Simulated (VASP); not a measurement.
Wanted: the native input for a VASP 6.6.1 run.

| Property | Result |
| --- | --- |
| Task | relaxation of cell and atoms |
| Functional | RPBE |
| Potentials or basis | VASP PAW PBE potentials, release 64 (Fe) |
| Cutoff | 600 eV |
| k mesh | 13 × 13 × 13 |
| Occupations | fermi-dirac, width 0.05 eV |
| Spin | collinear spin, ferromagnetic start |
| Starting moments | [3.0] μB |
| Further INCAR settings | ALGO = Normal; EDIFF = 1e-06; IBRION = 2; EDIFFG = -0.01; NSW = 60; ISIF = 3 |

The structure of Fe lies in POSCAR:

```
Fe
1.0
   -1.4430000000      1.4430000000      1.4430000000
    1.4430000000     -1.4430000000      1.4430000000
    1.4430000000      1.4430000000     -1.4430000000
Fe
1
Direct
    0.0000000000      0.0000000000      0.0000000000
```

These files were run (other wordings do the same):

INCAR

```
PREC = Accurate ; ENCUT = 600
EDIFF = 1E-6 ; ISMEAR = -1
SIGMA = 0.05 ; LREAL = False
LASPH = True ; NELM = 100
ALGO = Normal ; ISIF = 3
LWAVE = False ; LCHARG = False
ISPIN = 2 ; MAGMOM = 3
LORBIT = 11 ; LMAXMIX = 4
GGA = RP ; IBRION = 2
NSW = 60 ; EDIFFG = -0.01
```

KPOINTS

```
Automatic mesh
0
Gamma
  13 13 13
```

Potentials or basis: VASP PAW PBE potentials, release 64 (Fe).

Run with:

```sh
$ cat potpaw_PBE.64/Fe/POTCAR > POTCAR
$ mpirun -np 1 vasp_std > vasp.out
```

It gave:

```
Relaxed volume                                        : 11.72 Å³/atom
Relaxed cell                                          : a = 2.479 Å, b = 2.479 Å, c = 2.479 Å, α = 109.47°, β = 109.47°, γ = 109.47°
Space group after relaxing (to 0.05 Å)                : Im-3m (No. 229)
Energy gained by relaxing                             : 2.8 meV/atom
Ionic steps                                           : 3
Pressure after relaxing                               : 0.1 GPa
Band gap on the k mesh                                : none (metal or under the smearing width)
Net moment                                            : 2.25 μB per cell
Site moments                                          : Fe +2.26 μB
Valence electrons inside the program's atomic spheres : Fe 7.20
```

Caveat: the PAW data sets were made with another functional, which shifts forces and pressure a little.

Run time: 20 s on 1 thread of Intel(R) Xeon(R) 6975P-C (Granite Rapids) (shared host), peak memory 0.14 GiB.
